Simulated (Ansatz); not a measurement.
# ZnF2: stiffness from strained cells, part 1 of 2

Aim: the elastic tensor from the stress of slightly strained cells, and the moduli that follow. Runs: cell and atoms relaxed (PAW); reference run (PAW and LAPW).

Method: DFT PBEsol, frozen-core PAW and all-electron LAPW, scalar-relativistic unless said, in Ansatz 0.2.0.

## (1) The structure to begin with

Symmetry: P4_2/mnm, No. 136, tetragonal system. Conventional cell: a = 4.705 Å, b = 4.705 Å, c = 3.134 Å, α = 90.00°, β = 90.00°, γ = 90.00°. Zn (site symmetry mmm) is surrounded by 6 F at 2.01 to 2.05 Å. Around F (site symmetry m2m) lie 3 Zn at 2.01 to 2.05 Å.

Coordinates:

```xyz
6
Lattice="4.7048 0.0000 0.0000 0.0000 4.7048 0.0000 0.0000 0.0000 3.1338" Properties=species:S:1:pos:R:3 pbc="T T T"
Zn    0.0000    0.0000    0.0000
Zn    2.3524    2.3524    1.5669
F     1.4227    1.4227    0.0000
F     0.9297    3.7751    1.5669
F     3.2821    3.2821    0.0000
F     3.7751    0.9297    1.5669
```

Cartesian axes are those of the input's lattice vectors. The structure goes back to a database entry.

## (2) Cell and atoms relaxed, PAW

Input file input.yaml:

```yaml
crystal:
  lattice:
    - [4.7048, 0.0, 0.0]
    - [0.0, 4.7048, 0.0]
    - [0.0, 0.0, 3.1338]
  atoms:
    - { symbol: Zn, position: [0.0, 0.0, 0.0] }
    - { symbol: Zn, position: [0.5, 0.5, 0.5] }
    - { symbol: F, position: [0.3024, 0.3024, 0.0] }
    - { symbol: F, position: [0.1976, 0.8024, 0.5] }
    - { symbol: F, position: [0.6976, 0.6976, 0.0] }
    - { symbol: F, position: [0.8024, 0.1976, 0.5] }
kpoints:
  mp_grid: { grid: [6, 6, 8] }
scf:
  occupations: { method: fermi_dirac, width: 0.05 }
hamiltonian:
  xc: pbesol
  pseudopotentials: { kind: paw }
relax:
  f_tol: 0.002
  max_steps: 80
  cell: {}
output:
  forces: true
  stress: true
  write_density: true
  write_potential: true
  elf: true
  volumetric_format: npy
```

Started as:

```console
$ ansatz run input.yaml --threads 2 --pin off --max-ram 6144MiB --backend cpu --events-out ev --progress --plain --runs-dir out
```

The program printed (excerpt; [...] marks lines left out):

```text
[...]
Pseudopotentials: kind: paw
Pseudopotential: Zn, paw, valence charge 12, recommended cutoff 420 eV (normal), Zn.paw.azcp
Pseudopotential: F, paw, valence charge 7, recommended cutoff 420 eV (normal), F.paw.azcp
Functional definition: PBEsol
[...]
Crystal: 6 atoms, lattice volume = 69.367 Å³
Basis set: ecut = 420 eV, 1379 PW (Γ), exchange–correlation on 64×64×48 points (8 copies of the dense FFT grid, shifted against one another)
Bands: 32, of which v1, the nominal top of the filled ones, is band 26 counted from 1 (25 counted from 0)
Symmetry: 16 space group operations
Space group: P42/mnm (ITA 136), of the structure as read, at distance tolerance 4.1e-5 Å
k-points: 50 of 288
[...]
SCF iter   1: F=—  HF=-9766.197122 eV  |F-HF|=—  |Δ(HF+E_count)|=         —  Δρ=1.63e-2  dr2=1.11e-1  ethr=1.77e-3  ⟨swp⟩=6.1  Hψ=6795  notcnv=0
[...]
relax step   1: F+E_penalty+E_count = -9766.16362038 eV  Δ(F+E_penalty+E_count) = +0.000e0 eV  max|allowed force component| = 4.905e-2 eV/Å  Δτ_max = 0.0000 Å  P = +0.224 GPa  Ω = 69.367 Å³  (7 SCF iters, dr2 threshold 1.00e-7 eV, accepted)
[...]
relax step   4: F+E_penalty+E_count = -9766.16397378 eV  Δ(F+E_penalty+E_count) = +3.189e-4 eV  max|allowed force component| = 1.373e-3 eV/Å  Δτ_max = 0.0002 Å  P = -0.027 GPa  Ω = 69.595 Å³  energy of the carried Pulay correction = -1.287e-3 eV  (5 SCF iters, dr2 threshold 6.26e-8 eV, accepted)
[...]
relax step   5: F+E_penalty+E_count = -9766.16401737 eV  Δ(F+E_penalty+E_count) = -4.359e-5 eV  max|allowed force component| = 4.985e-5 eV/Å  Δτ_max = 0.0001 Å  P = +0.002 GPa  Ω = 69.592 Å³  energy of the carried Pulay correction = -1.268e-3 eV  (4 SCF iters, dr2 threshold 3.14e-8 eV, accepted)
[...]
SCF iter   3: F=—  HF=-9766.165380 eV  |F-HF|=—  |Δ(HF+E_count)|=   3.83e-5  Δρ=2.57e-5  dr2=1.75e-8  ethr=3.70e-10  ⟨swp⟩=2.0  Hψ=2594  notcnv=0
```

## (3) The output, continued: cell and atoms relaxed by PAW

Output, continued (excerpt; [...] marks lines left out):

```text
SCF iter   4: F=—  HF=-9766.165385 eV  |F-HF|=—  |Δ(HF+E_count)|=   4.62e-6  Δρ=2.08e-6  dr2=1.44e-9  ethr=3.37e-11  ⟨swp⟩=2.0  Hψ=2808  notcnv=0
[...]
relax step   6: F+E_penalty+E_count = -9766.16538499 eV  Δ(F+E_penalty+E_count) = -1.368e-3 eV  max|allowed force component| = 3.374e-5 eV/Å  Δτ_max = 0.0000 Å  P = +0.038 GPa  Ω = 69.592 Å³  stress off target by 5.50e-2 GPa  SCF on the basis re-selected at this cell (its energy is not [...]
relax step   7: F+E_penalty+E_count = -9766.16524342 eV  Δ(F+E_penalty+E_count) = +1.416e-4 eV  max|allowed force component| = 2.024e-5 eV/Å  Δτ_max = 0.0000 Å  P = +0.003 GPa  Ω = 69.618 Å³  energy of the carried Pulay correction = -1.497e-4 eV  (5 SCF iters, dr2 threshold 7.56e-9 eV, accepted)
[...]
--- Relaxed structure (6 steps of the walk, 6 accepted, 2 SCFs on fresh bases) ---
  F+E_penalty+E_count = -9766.16538545 eV   max|allowed force component| = 5.459e-6 eV/Å   (the final SCF, on the basis selected at the relaxed cell)
  cell:  # Å, volume = 69.6182 Å³
    - [4.717203654710774, 3.032260304069488e-34, -1.18533550235006e-33]
    - [3.032260304069488e-34, 4.717203654710774, 3.859240386997531e-34]
    - [-7.803550071191039e-34, 2.570584833525944e-34, 3.128624072387907]
  atoms:
    - { symbol: Zn, position: [8.449685354914514e-20, -6.049206560904712e-20, -4.31531952626316e-36] }
    - { symbol: Zn, position: [0.49999999999999994, 0.49999999999999994, 0.49999999999999994] }
    - { symbol: F, position: [0.3038365005027124, 0.3038365005027124, -4.411978115114276e-35] }
    - { symbol: F, position: [0.19616349949728762, 0.8038365005027124, 0.49999999999999994] }
    - { symbol: F, position: [0.6961634994972876, 0.6961634994972876, 3.654199936141888e-35] }
    - { symbol: F, position: [0.8038365005027124, 0.19616349949728762, 0.49999999999999994] }
```

Run time: 25 s. Hardware: 2 threads of Arm Neoverse V1, shared host; peak memory 0.4 GiB.

The steps of the relaxation:

```csv
step,energy from step 1 (eV/cell),largest force component (eV/Å),pressure (GPa),volume (Å³)
1,0.0000,0.0491,0.22,69.37
2,-0.0002,0.0378,0.11,69.44
3,-0.0007,0.0016,0.08,69.52
4,-0.0004,0.0014,-0.03,69.59
5,-0.0004,0.0001,0.00,69.59
6,-0.0018,0.0000,0.04,69.59
7,-0.0016,0.0000,0.00,69.62
8,-0.0018,0.0000,0.00,69.62
```

Step 1 is the start. Steps 6, 8 repeat the geometry before on a plane-wave basis chosen anew for that cell, so the energy can jump there without any move; the table keeps such jumps.

| input's cell | before | after | change |
| --- | --- | --- | --- |
| a (Å) | 4.705 | 4.717 | +0.3 % |
| b (Å) | 4.705 | 4.717 | +0.3 % |
| c (Å) | 3.134 | 3.129 | -0.2 % |
| volume (Å³/atom) | 11.56 | 11.60 | +0.4 % |

The largest move, 0.01 Å, apart from the change of the cell, is shared by several atoms, F3 among them.

## (4) Reference run, PAW

Input file input.yaml:

```yaml
crystal:
  lattice:
    - [4.71720365471, 0.0, 0.0]
    - [0.0, 4.71720365471, 0.0]
    - [0.0, 0.0, 3.12862407239]
  atoms:
    - { symbol: Zn, position: [0.0, 0.0, 0.0] }
    - { symbol: Zn, position: [0.5, 0.5, 0.5] }
    - { symbol: F, position: [0.303836500503, 0.303836500503, 0.0] }
    - { symbol: F, position: [0.196163499497, 0.803836500503, 0.5] }
    - { symbol: F, position: [0.696163499497, 0.696163499497, 0.0] }
    - { symbol: F, position: [0.803836500503, 0.196163499497, 0.5] }
kpoints:
  mp_grid: { grid: [4, 4, 6] }
scf:
  occupations: { method: fixed }
hamiltonian:
  xc: pbesol
  pseudopotentials: { kind: paw }
elastic:
  mode: relaxed_ion
  stencil: two_point
  amplitude: 0.008
```

Started as:

```console
$ ansatz run input.yaml --threads 2 --pin off --max-ram 6144MiB --backend cpu --events-out ev --progress --plain --runs-dir out
```

The program printed:

```text
Engine: ansatz 0.2.0
[... 4 set-up lines as earlier in the session ...]
  exchange = pbesol_x
  correlation = pbesol_c
Crystal: 6 atoms, lattice volume = 69.618 Å³
Basis set: ecut = 420 eV, 1395 PW (Γ), exchange–correlation on 64×64×48 points (8 copies of the dense FFT grid, shifted against one another)
Bands: 32, of which v1, the nominal top of the filled ones, is band 26 counted from 1 (25 counted from 0)
[... 2 set-up lines as earlier in the session ...]
k-points: 24 of 96
Non-local potential: Zn, projectors of the file, l = 0: 2, l = 1: 2, l = 2: 3, l = 3: 1
Non-local potential: F, projectors of the file, l = 0: 2, l = 1: 2, l = 2: 1
PAW form: soft (Blöchl's): semilocal exchange-correlation on the pseudo side does not see the compensation charge
PAW frozen core: Zn, regenerated for the run's functional, and the local potential with it (the file was generated under x = pbe(κ = 0.804, μ = 0.2195149727645171), c = pbe(β = 0.06672455060314922))
PAW frozen core: F, regenerated for the run's functional, and the local potential with it (the file was generated under x = pbe(κ = 0.804, μ = 0.2195149727645171), c = pbe(β = 0.06672455060314922))
PAW one-centre angular grid: Zn, 590 points (default); XC on 64 Gauss nodes
PAW one-centre angular grid: F, 110 points (default); XC on 64 Gauss nodes
Initial density: superposition of atomic densities (neutral atoms: chi_scale 0, normalization atom), corrected by the library's trained network
Initial wavefunctions: pseudopotential atomic-orbital guess
Functional: x = pbesol(κ = 0.804, μ = 0.12345679012345678), c = pbesol(β = 0.046)
SCF iter   1: F=—  HF=-9766.199321 eV  |F-HF|=—  |Δ(HF+E_count)|=         —  Δρ=1.62e-2  dr2=1.11e-1  ethr=1.77e-3  ⟨swp⟩=5.1  Hψ=2851  notcnv=0  defer=92
preconditioner: auto → Resta (q_TF=auto, 2.599 Å⁻¹)  ε∞=5.0  [insulator: Δε(μ)=3.348 eV  Ē_g=15.972 eV  n_scr=18 (ndim 8)  ℏωp=32.1 eV  f_vac=0.121  ε∞_Penn≈5.0]
SCF iter   2: F=—  HF=-9766.165673 eV  |F-HF|=—  |Δ(HF+E_count)|=   3.36e-2  Δρ=2.15e-3  dr2=1.24e-3  ethr=2.14e-4  ⟨swp⟩=2.3  Hψ=1551  notcnv=0  defer=96
SCF iter   3: F=—  HF=-9766.165820 eV  |F-HF|=—  |Δ(HF+E_count)|=   1.46e-4  Δρ=1.15e-3  dr2=5.00e-4  ethr=2.38e-6  ⟨swp⟩=2.0  Hψ=858  notcnv=0  defer=96
SCF iter   4: F=—  HF=-9766.165902 eV  |F-HF|=—  |Δ(HF+E_count)|=   8.19e-5  Δρ=1.23e-4  dr2=7.63e-6  ethr=9.61e-7  ⟨swp⟩=2.2  Hψ=1026  notcnv=0  defer=96
SCF iter   5: F=—  HF=-9766.165929 eV  |F-HF|=—  |Δ(HF+E_count)|=   2.75e-5  Δρ=1.15e-4  dr2=4.64e-6  ethr=1.47e-8  ⟨swp⟩=2.0  Hψ=1251  notcnv=0  defer=45
SCF iter   6: F=—  HF=-9766.165929 eV  |F-HF|=—  |Δ(HF+E_count)|=   1.74e-7  Δρ=1.51e-5  dr2=1.39e-7  ethr=8.93e-9  ⟨swp⟩=2.0  Hψ=1251  notcnv=0  defer=45
SCF iter   7: F=—  HF=-9766.165929 eV  |F-HF|=—  |Δ(HF+E_count)|=   1.31e-7  Δρ=4.27e-6  dr2=9.46e-9  ethr=2.68e-10  ⟨swp⟩=2.0  Hψ=1251  notcnv=0  defer=45
SCF iter   8: F=—  HF=-9766.165929 eV  |F-HF|=—  |Δ(HF+E_count)|=   1.65e-8  Δρ=1.14e-6  dr2=1.15e-9  ethr=1.82e-11  ⟨swp⟩=2.0  Hψ=1165  notcnv=0  defer=45
SCF iter   9: F=—  HF=-9766.165929 eV  |F-HF|=—  |Δ(HF+E_count)|=  8.69e-10  Δρ=2.27e-7  dr2=3.17e-11  ethr=2.20e-12  ⟨swp⟩=2.0  Hψ=1207  notcnv=0  defer=45
SCF iter  10: F=—  HF=-9766.165929 eV  |F-HF|=—  |Δ(HF+E_count)|=  1.82e-11  Δρ=3.99e-8  dr2=1.36e-12  ethr=6.09e-14 (applied; sched 1.00e-12)  ⟨swp⟩=2.3  Hψ=1270  notcnv=0  defer=45
SCF iter  11: F=—  HF=-9766.165929 eV  |F-HF|=—  |Δ(HF+E_count)|=    0.00e0  Δρ=1.22e-8  dr2=1.23e-13  ethr=1.00e-12  ⟨swp⟩=8.6  Hψ=3574  notcnv=0
SCF iter  12: F=-9766.165929 eV  HF=-9766.165929 eV  |F-HF|=3.64e-12  |Δ(HF+E_count)|=  3.64e-12  Δρ=1.92e-9  dr2=2.31e-15  ethr=1.00e-12  ⟨swp⟩=3.8  Hψ=2218  notcnv=0
SCF 1 converged in 12 iterations: F = -9766.165929 eV  dr2 = 2.31e-15
Crystal: 6 atoms, lattice volume = 69.061 Å³
Basis set: ecut = 420 eV, 1379 PW (Γ), exchange–correlation on 64×64×48 points (8 copies of the dense FFT grid, shifted against one another)
Symmetry: 8 space group operations
k-points: 36 of 96
Initial density: handed on by an earlier stage of this run
Initial wavefunctions: pseudopotential atomic-orbital guess (no wavefunctions were taken with the density)
iter 1 solved again at ethr=2.65e-4 eV; its pass at ethr=3.10e-3 eV (dr2=1.38e-1 eV) is discarded
SCF iter   1: F=—  HF=-9766.216419 eV  |F-HF|=—  |Δ(HF+E_count)|=         —  Δρ=2.38e-2  dr2=1.40e-1  ethr=2.65e-4  ⟨swp⟩=1.0  Hψ=5477  notcnv=0  defer=138
preconditioner: auto → Resta (q_TF=auto, 2.602 Å⁻¹)  ε∞=5.1  [insulator: Δε(μ)=3.193 eV  Ē_g=15.932 eV  n_scr=18 (ndim 8)  ℏωp=32.2 eV  f_vac=0.119  ε∞_Penn≈5.1]
SCF iter   2: F=—  HF=-9766.168055 eV  |F-HF|=—  |Δ(HF+E_count)|=   4.84e-2  Δρ=7.15e-3  dr2=9.20e-3  ethr=2.65e-4  ⟨swp⟩=2.0  Hψ=1948  notcnv=0  defer=144
SCF iter   3: F=—  HF=-9766.164182 eV  |F-HF|=—  |Δ(HF+E_count)|=   3.87e-3  Δρ=3.63e-3  dr2=2.90e-3  ethr=1.77e-5  ⟨swp⟩=2.0  Hψ=1808  notcnv=0  defer=144
SCF iter   4: F=—  HF=-9766.163750 eV  |F-HF|=—  |Δ(HF+E_count)|=   4.33e-4  Δρ=1.09e-3  dr2=4.32e-4  ethr=5.58e-6  ⟨swp⟩=2.0  Hψ=1898  notcnv=0  defer=144
SCF iter   5: F=—  HF=-9766.163662 eV  |F-HF|=—  |Δ(HF+E_count)|=   8.73e-5  Δρ=3.21e-4  dr2=5.06e-5  ethr=8.30e-7  ⟨swp⟩=2.0  Hψ=2119  notcnv=0  defer=111
SCF iter   6: F=—  HF=-9766.163705 eV  |F-HF|=—  |Δ(HF+E_count)|=   4.23e-5  Δρ=5.61e-5  dr2=2.69e-6  ethr=9.73e-8  ⟨swp⟩=2.3  Hψ=1861  notcnv=0  defer=68
SCF iter   7: F=—  HF=-9766.163708 eV  |F-HF|=—  |Δ(HF+E_count)|=   3.72e-6  Δρ=1.57e-5  dr2=2.96e-7  ethr=5.18e-9  ⟨swp⟩=2.2  Hψ=1717  notcnv=0  defer=68
SCF iter   8: F=—  HF=-9766.163709 eV  |F-HF|=—  |Δ(HF+E_count)|=   2.79e-7  Δρ=3.24e-6  dr2=9.25e-9  ethr=5.70e-10  ⟨swp⟩=2.1  Hψ=1781  notcnv=0  defer=68
SCF iter   9: F=—  HF=-9766.163709 eV  |F-HF|=—  |Δ(HF+E_count)|=   1.36e-8  Δρ=7.20e-7  dr2=3.68e-10  ethr=1.78e-11  ⟨swp⟩=2.0  Hψ=1921  notcnv=0  defer=68
SCF iter  10: F=—  HF=-9766.163709 eV  |F-HF|=—  |Δ(HF+E_count)|=  6.51e-10  Δρ=1.26e-7  dr2=8.68e-12  ethr=7.09e-13 (applied; sched 1.00e-12)  ⟨swp⟩=2.0  Hψ=1835  notcnv=0  defer=68
SCF iter  11: F=—  HF=-9766.163709 eV  |F-HF|=—  |Δ(HF+E_count)|=  1.27e-11  Δρ=4.19e-8  dr2=7.10e-13  ethr=1.67e-14 (applied; sched 1.00e-12)  ⟨swp⟩=2.0  Hψ=2007  notcnv=0  defer=68
SCF iter  12: F=—  HF=-9766.163709 eV  |F-HF|=—  |Δ(HF+E_count)|=  3.64e-12  Δρ=2.13e-8  dr2=1.69e-13  ethr=1.00e-12  ⟨swp⟩=4.1  Hψ=4094  notcnv=0
SCF iter  13: F=-9766.163709 eV  HF=-9766.163709 eV  |F-HF|=0.00e0  |Δ(HF+E_count)|=    0.00e0  Δρ=6.79e-9  dr2=1.87e-14  ethr=1.00e-12  ⟨swp⟩=4.0  Hψ=3856  notcnv=0
SCF 2 converged in 13 iterations: F = -9766.163709 eV  dr2 = 1.87e-14
relax step   1: F+E_penalty+E_count = -9766.16370865 eV  Δ(F+E_penalty+E_count) = +0.000e0 eV  max|allowed force component| = 9.706e-3 eV/Å  Δτ_max = 0.0000 Å  (13 SCF iters, accepted)
[... from here on, the SCF cycles and remarks between the steps are left out ...]
relax step   2: F+E_penalty+E_count = -9766.16372802 eV  Δ(F+E_penalty+E_count) = -1.937e-5 eV  max|allowed force component| = 7.942e-3 eV/Å  Δτ_max = 0.0008 Å  (9 SCF iters, accepted)
relax step   3: F+E_penalty+E_count = -9766.16379842 eV  Δ(F+E_penalty+E_count) = -7.040e-5 eV  max|allowed force component| = 2.438e-3 eV/Å  Δτ_max = 0.0075 Å  (10 SCF iters, accepted)
relax step   4: F+E_penalty+E_count = -9766.16380762 eV  Δ(F+E_penalty+E_count) = -9.206e-6 eV  max|allowed force component| = 2.610e-4 eV/Å  Δτ_max = 0.0030 Å  (9 SCF iters, accepted)
relax step   1: F+E_penalty+E_count = -9766.16440412 eV  Δ(F+E_penalty+E_count) = +0.000e0 eV  max|allowed force component| = 8.420e-3 eV/Å  Δτ_max = 0.0000 Å  (14 SCF iters, accepted)
relax step   2: F+E_penalty+E_count = -9766.16441910 eV  Δ(F+E_penalty+E_count) = -1.498e-5 eV  max|allowed force component| = 6.833e-5 eV/Å  Δτ_max = 0.0007 Å  (9 SCF iters, accepted)
relax step   3: F+E_penalty+E_count = -9766.16441910 eV  Δ(F+E_penalty+E_count) = -1.310e-9 eV  max|allowed force component| = 3.500e-5 eV/Å  Δτ_max = 0.0000 Å  (6 SCF iters, accepted)
iter 1 solved again at ethr=1.05e-12 eV; its pass at ethr=3.10e-3 eV (dr2=5.48e-10 eV) is discarded
SCF iter   1: F=—  HF=-9766.164405 eV  |F-HF|=—  |Δ(HF+E_count)|=         —  Δρ=1.96e-6  dr2=5.70e-10  ethr=1.05e-12  ⟨swp⟩=2.1  Hψ=3524  notcnv=0  defer=51
SCF iter   2: F=—  HF=-9766.164419 eV  |F-HF|=—  |Δ(HF+E_count)|=   1.42e-5  Δρ=1.00e-6  dr2=1.41e-10  ethr=1.05e-12  ⟨swp⟩=3.3  Hψ=2131  notcnv=0  defer=51
SCF iter   3: F=—  HF=-9766.164419 eV  |F-HF|=—  |Δ(HF+E_count)|=  9.09e-12  Δρ=6.58e-7  dr2=6.17e-11  ethr=2.72e-13 (applied; sched 1.00e-12)  ⟨swp⟩=1.0  Hψ=845  notcnv=0  defer=51
SCF iter   4: F=—  HF=-9766.164419 eV  |F-HF|=—  |Δ(HF+E_count)|=  9.09e-12  Δρ=3.64e-7  dr2=1.95e-11  ethr=1.19e-13 (applied; sched 1.00e-12)  ⟨swp⟩=1.0  Hψ=845  notcnv=0  defer=51
SCF iter   5: F=—  HF=-9766.164419 eV  |F-HF|=—  |Δ(HF+E_count)|=  3.64e-12  Δρ=3.11e-7  dr2=1.44e-11  ethr=3.76e-14 (applied; sched 1.00e-12)  ⟨swp⟩=1.0  Hψ=845  notcnv=0  defer=51
SCF iter   6: F=—  HF=-9766.164419 eV  |F-HF|=—  |Δ(HF+E_count)|=  1.82e-12  Δρ=2.70e-7  dr2=1.08e-11  ethr=2.76e-14 (applied; sched 1.00e-12)  ⟨swp⟩=1.0  Hψ=845  notcnv=0  defer=51
SCF iter   7: F=—  HF=-9766.164419 eV  |F-HF|=—  |Δ(HF+E_count)|=  1.82e-12  Δρ=1.75e-7  dr2=4.56e-12  ethr=2.08e-14 (applied; sched 1.00e-12)  ⟨swp⟩=1.0  Hψ=845  notcnv=0  defer=51
SCF iter   8: F=—  HF=-9766.164419 eV  |F-HF|=—  |Δ(HF+E_count)|=  1.82e-12  Δρ=8.67e-8  dr2=1.13e-12  ethr=8.77e-15 (applied; sched 1.00e-12)  ⟨swp⟩=1.0  Hψ=845  notcnv=0  defer=51
SCF iter   9: F=—  HF=-9766.164419 eV  |F-HF|=—  |Δ(HF+E_count)|=  3.64e-12  Δρ=3.62e-8  dr2=2.01e-13  ethr=2.18e-15 (applied; sched 1.00e-12)  ⟨swp⟩=1.0  Hψ=845  notcnv=0  defer=51
SCF iter  10: F=-9766.164419 eV  HF=-9766.164419 eV  |F-HF|=0.00e0  |Δ(HF+E_count)|=  1.82e-12  Δρ=8.84e-10  dr2=3.71e-16  ethr=1.00e-12  ⟨swp⟩=3.3  Hψ=2504  notcnv=0
SCF 40 converged in 10 iterations: F = -9766.164419 eV  dr2 = 3.71e-16
SCF converged after 12 iterations
Free energy (F): -9766.165929 eV
Harris-Foulkes:  -9766.165929 eV  (|F-HF|=3.64e-12)
Internal energy: -9766.165929 eV  (E = F + TS)
E sigma→0 (E₀):  -9766.165929 eV
Fermi energy:    3.544881 eV
--- Per-component energies (eV) ---
  E_band       = -110.751331
  E_kinetic    = 1084.924411
  E_local      = -5774.231625  (includes V_loc(G=0)·N_el)
  E_nonlocal   = 1547.504537
  E_hartree    = 2311.385093
  E_xc         = -580.395303
  E_vxc        = -503.933627  (∫ρ·V_xc dr)
  E_paw        = -4375.529833  (= ΣΔE_a)
  E_vpaw       = -1087.792557  (= ΣTr[D̂ρ^β])
  E_aug_tail   = 0.007341  (compensation charges beyond the density's cutoff)
  E_ewald      = -3981.595032
  E_core_change = 1.764480  (= ΣΔE_core)
  E_smearing   = -0.000000  (= −TS)
  E_closure    = 0.000000  (closes the sum)
  Σ components = -9766.165929   (vs F -9766.165929, Δ=0.00e0)
--- Forces (eV/Å), atoms counted from 1 ---
  atom   1  Zn     0.00000000    -0.00000000     0.00000000
  atom   2  Zn     0.00000000     0.00000000     0.00000000
  atom   3  F     -0.00001527    -0.00001527     0.00000000
  atom   4  F      0.00001527    -0.00001527     0.00000000
  atom   5  F      0.00001527     0.00001527     0.00000000
  atom   6  F     -0.00001527     0.00001527     0.00000000
  max |Σ_I F_I| component: 8.67e-19 eV/Å
--- Stress (GPa, compression-positive) ---
        0.008896       0.000000       0.000000
        0.000000       0.008896       0.000000
        0.000000       0.000000      -0.009231
  P = ⅓ Tr σ = 0.0029 GPa (0.029 kbar)
--- Band table (eV; the first three rows and the last of 24) ---
  k-point 0: bands = ["-18.1618", "-17.3750", "-17.3750", "-17.3398", "-2.6858", "-1.7994", "-1.0291", "-1.0291", "-0.9546", "0.1943", "0.1943", "0.3475", "0.4522", "0.5227", "0.5652", "0.5652", "0.6228", "1.0214", "1.5287", "1.9356", "2.0644", "2.0644", "2.4344", "3.2431", "3.2431", "3.5449", "6.9982", "12.8554", "13.0956", "13.0956", "16.8839", "16.9782"]
[... 3 lines left out ...]
--- Elastic constants: 4 strain directions × 2 members + reference (group order 16) ---
  dense FFT box of the reference and of every strained cell: 32×32×24
  strains applied: 11, 33, 23, 12; error gains: componentwise 1.00 (the most a stress slope's error grows in a printed constant), spectral 1.41 (1 for all six strains in a standard setting)
  C = ∂σ_k/∂η_j (tension-positive GPa; Voigt order 11 22 33 23 13 12):
       124.762     95.850     93.619      0.000      0.000     -0.000
        95.850    124.762     93.619      0.000      0.000     -0.000
        93.512     93.512    197.317      0.000      0.000     -0.000
         0.000      0.000      0.000     34.669      0.000      0.000
         0.000      0.000      0.000      0.000     34.669      0.000
        -0.000     -0.000     -0.000      0.000      0.000     80.863
  reference stress σ⁰ (GPa):     -0.009     -0.009      0.009     -0.000     -0.000     -0.000
  C* (energy form; C + prestress term) asymmetry max|C*_kj − C*_jk| = 8.876e-2 GPa — a small one proves nothing (zero by symmetry where the batch's group is 432, −43m or m−3m); a large one is finite-difference/SCF noise where every solve meets its electron count
  moduli (Voigt/Reuss/Hill, GPa): K = 112.53/107.98/110.26   G = 40.96/30.27/35.62   E = 96.46   ν = 0.354
  mechanically stable: yes (min eigenvalue of sym C = 28.91 GPa)
  strain η (Voigt 11):  stress-route row diagonal C_11 = 124.76 GPa, energy-path curvature d²(F+E_count+ΔE)/dδ²/Ω₀ = 128.64 GPa
         δ    σ_11 (GPa)             F (eV)   n_scf  n_hpsi   n_pw
    -8.000e-3      -1.0171       -9766.1638084      10   19271   1379   relax 6 steps, max|allowed force component| 2.43e-7 eV/Å
     8.000e-3       0.9791       -9766.1640871      10   19693   1403   relax 4 steps, max|allowed force component| 7.43e-6 eV/Å
  strain η (Voigt 33):  stress-route row diagonal C_33 = 197.32 GPa, energy-path curvature d²(F+E_count+ΔE)/dδ²/Ω₀ = 199.77 GPa
         δ    σ_33 (GPa)             F (eV)   n_scf  n_hpsi   n_pw
    -8.000e-3      -1.6051       -9766.1628888      10   13105   1368   relax 4 steps, max|allowed force component| 2.21e-7 eV/Å
     8.000e-3       1.5520       -9766.1629837      10   13176   1411   relax 3 steps, max|allowed force component| 2.89e-6 eV/Å
  strain η (Voigt 23):  stress-route row diagonal C_44 = 34.67 GPa, energy-path curvature d²(F+E_count+ΔE)/dδ²/Ω₀ = 35.71 GPa
         δ    σ_23 (GPa)             F (eV)   n_scf  n_hpsi   n_pw
    -8.000e-3      -0.2774       -9766.1652269      10   22843   1391   relax 5 steps, max|allowed force component| 6.79e-6 eV/Å
     8.000e-3       0.2773       -9766.1652269      10   23037   1391   relax 3 steps, max|allowed force component| 1.60e-6 eV/Å
  strain η (Voigt 12):  stress-route row diagonal C_66 = 80.86 GPa, energy-path curvature d²(F+E_count+ΔE)/dδ²/Ω₀ = 81.71 GPa
         δ    σ_12 (GPa)             F (eV)   n_scf  n_hpsi   n_pw
    -8.000e-3      -0.6469       -9766.1644191      10   15378   1387   relax 3 steps, max|allowed force component| 3.07e-5 eV/Å
     8.000e-3       0.6469       -9766.1644191      10   14522   1387   relax 3 steps, max|allowed force component| 3.50e-5 eV/Å
```

It took 97 s on 2 threads of Arm Neoverse V1, shared host; peak memory 0.4 GiB.

C in GPa (Voigt order xx, yy, zz, yz, xz, xy):

```
124.8  95.9  93.6   0.0   0.0   0.0
 95.9 124.8  93.6   0.0   0.0   0.0
 93.6  93.6 197.3   0.0   0.0   0.0
  0.0   0.0   0.0  34.7   0.0   0.0
  0.0   0.0   0.0   0.0  34.7   0.0
  0.0   0.0   0.0   0.0   0.0  80.9
```

(Continued in part 2 of 2.)
